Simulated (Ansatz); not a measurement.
**Ag: equation of state with PBEsol**

Crystal: Ag.

```xyz
4
Lattice="2.8862 0.0000 0.0000 -1.4431 2.4995 0.0000 0.0000 0.0000 10.0000" Properties=species:S:1:pos:R:3 pbc="T T T"
Ag    0.0000    0.0000    5.0000
Ag    0.0000    0.0000    0.0000
Ag    1.4431    0.8332    7.5000
Ag    0.0000    1.6663    2.5000
```

This isn't the form of Ag at room conditions, which is fcc.

```yaml
Program: Ansatz 0.2.0
Task: equation of state
Functional: PBEsol
Potentials_or_basis: all-electron LAPW, scalar-relativistic
Basis_error_allowed: 0.001 eV/atom
k_mesh: 11 × 11 × 3
Occupations: fermi-dirac, width 0.05 eV
Spin: no spin polarisation
```

```
Equilibrium volume                        : 16.73 Å³/atom (rough: see the caveat)
Bulk modulus at fixed shape and positions : 119 GPa (rough)
```

Energy against volume, from the lowest point:
```tsv
volume (Å³/atom)	energy (meV/atom)
16.953	0.00
17.314	5.94
17.675	16.36
18.035	30.72
18.396	48.42
18.757	68.96
19.117	91.94
```

All runs of the series together: 90 s on 2 threads of Intel(R) Xeon(R) Platinum 8259CL CPU @ 2.50GHz (Skylake/Cascade Lake), on a shared host.

Caveat: the minimum lies outside the volumes run; the cell was scaled at fixed shape and fractional positions, which overstates the stiffness of a crystal with free parameters, most of all of layers and chains.
